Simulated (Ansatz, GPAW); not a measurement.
This is a calculation of Bi2Te2Se for Ansatz 0.2.0. Atoms were shifted at random by some hundredths of an Å from the given cell, which wasn't relaxed again for these runs. The cell is a database's computed one, not the measured one.

input.yaml

```yaml
crystal:
  lattice:
    - [2.1609687617, 1.2476358963, 10.5855712543]
    - [-2.1609687617, 1.2476358963, 10.5855712543]
    - [0.0, -2.4952717926, 10.5855712543]
  atoms:
    - { symbol: Bi, position: [0.398995, 0.390649, 0.385517] }
    - { symbol: Bi, position: [0.614501, 0.607213, 0.599207] }
    - { symbol: Te, position: [0.780528, 0.776987, 0.785553] }
    - { symbol: Te, position: [0.212107, 0.223663, 0.221096] }
    - { symbol: Se, position: [-0.005375, -0.000177, 0.008072] }
hamiltonian:
  xc: pbesol
  pseudopotentials: { kind: paw }
kpoints:
  mp_grid: { grid: [7, 7, 7] }
scf:
  occupations: { method: fermi_dirac, width: 0.05 }
output:
  forces: true
  stress: true
  eigenvalues: true
```

Potentials or basis: Ansatz PAW.

The run is started by

```console
$ ansatz run input.yaml --threads 1 --pin off --max-ram 3584MiB --backend cpu --events-out ev --progress --plain --runs-dir out
```

Task: What does the same run look like in GPAW 26.7.0 (ASE script)? Potentials or basis there: PAW data sets generated for this functional, cutoff 600 eV.

Result: As run (cutoffs and basis follow the program's own potentials, and thresholds, step limits or extra output files can differ):

The input run.py:

```python
from ase import Atoms
from ase.dft.bandgap import bandgap
from ase.io import write
from ase.units import GPa
from ase.parallel import parprint
from gpaw import GPAW, PW, setup_paths

setup_paths.insert(0, '.')

atoms = Atoms(['Bi', 'Bi', 'Te', 'Te', 'Se'],
              cell=[[2.1609687617, 1.2476358963, 10.5855712543],
                    [-2.1609687617, 1.2476358963, 10.5855712543],
                    [0.0, -2.4952717926, 10.5855712543]],
              scaled_positions=[[0.398995, 0.390649, 0.385517],
                                [0.614501, 0.607213, 0.599207],
                                [0.780528, 0.776987, 0.785553],
                                [0.212107, 0.223663, 0.221096],
                                [-0.005375, -0.000177, 0.008072]],
              pbc=True)

calc = GPAW(mode=PW(600),
            xc='PBEsol',
            kpts={'size': (7, 7, 7), 'gamma': True},
            occupations={'name': 'fermi-dirac', 'width': 0.05},
            nbands=39,
            convergence={'density': 1e-05, 'energy': 1e-05},
            maxiter=150,
            txt='gpaw.txt')
atoms.calc = calc
energy = atoms.get_potential_energy()
forces = atoms.get_forces()
stress = atoms.get_stress()
calc.write('gs.gpw')
write('result.traj', atoms)
parprint(f'Energy: {energy:.6f} eV')
parprint('Forces (eV/A):')
parprint(forces.round(4))
parprint('Stress (GPa):', (stress / GPa).round(3))
parprint('Fermi level:', round(calc.get_fermi_level(), 4), 'eV')
parprint(f'Gap: {bandgap(calc)[0]:.4f} eV, direct: {bandgap(calc, direct=True)[0]:.4f} eV')
```

Potentials or basis: PAW data sets generated in the run's folder for this functional, pw.

Command:

```bash
$ gpaw-setup -f PBEsol Bi Se Te
$ OMP_NUM_THREADS=1 mpirun -n 4 gpaw python run.py
```

Both were run:

|  | Ansatz | GPAW |
| --- | --- | --- |
| Pressure | -1.6 GPa | -1.7 GPa |
| Largest force | 0.326 eV/Å | 0.316 eV/Å |

Ansatz's pressure holds a Pulay term of +0.02 GPa for its cutoff of 420 eV, which the other run lacks.

The potentials hold 78 and 48 valence electrons a cell.

Ansatz's potentials were made for PBE.

Where Ansatz's input types no cutoff or centring, it takes its own default and a Γ-centred mesh.

Pressure is positive in compression.
